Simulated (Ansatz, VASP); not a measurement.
# Cu: VASP beside Ansatz

```
Cu
1.0
     2.56801    0.00000    0.00000
    -1.28401    2.22396    0.00000
     0.00000    0.00000    4.19353
Cu
2
Direct
  0.33333 0.66667 0.25000
  0.66667 0.33333 0.75000
```

This isn't the form of Cu at room conditions, which is fcc.

Alike in both runs: task single point; functional PBE; k mesh 18 × 18 × 10; occupations gaussian, width 0.1 eV; no spin polarisation.

|  | VASP | Ansatz |
| --- | --- | --- |
| version | VASP 6.6.1 | Ansatz 0.2.0 |
| potentials or method | VASP PAW PBE potentials, release 64 (Cu) | scalar-relativistic, plane waves, PAW |
| plane-wave cutoff (eV) | 520 | 420 |
| valence electrons in the cell | 22 | 38 |

```csv
,VASP,Ansatz,Ansatz less VASP
gap on the k mesh at the Fermi level (eV),none,none,-
pressure (GPa),1.3,0.0,-1.34
```

A gap of «none» marks a metal or a gap that the smearing closes. The two sets of potentials don't hold the same shells in valence.
